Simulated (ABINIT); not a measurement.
B in ABINIT: the effect of functional

B:

```
CELL_PARAMETERS angstrom
1.88524 0.00000 0.00000
0.00000 1.88524 0.00000
0.00000 0.00000 1.88524
ATOMIC_POSITIONS crystal
B 0.50000 0.50000 0.50000
```

The cell was built by a generator and needn't be a form met in nature.

Alike in all runs:

| Property | Result |
| --- | --- |
| Program | ABINIT 10.8.3 (patched build) |
| Task | single point |
| Potentials or basis | JTH PAW PBE v2.0 |
| Cutoff | 490 eV |
| k mesh | 14 × 14 × 14 |
| Occupations | fermi-dirac, width 0.05 eV |
| Spin | no spin polarisation |

Question: One run gave: pressure 7.7 GPa. Which functional did it use?
A. PBEsol
B. BLYP
C. SCAN
D. PW91
E. LDA

Answer: B.

| functional | pressure (GPa) |
| --- | --- |
| PBE | 0.1 |
| LDA | -7.0 |
| PBEsol | -2.6 |
| RPBE | 3.6 |
| BLYP | 7.7 |
| AM05 | -4.2 |
| r2SCAN | 0.0 |
| SCAN | -2.6 |
| revPBE | 2.9 |
| PW91 | 0.9 |
| WC | -1.9 |

Caveats: the PAW data sets were made with another functional, which shifts forces and pressure a little (some runs).
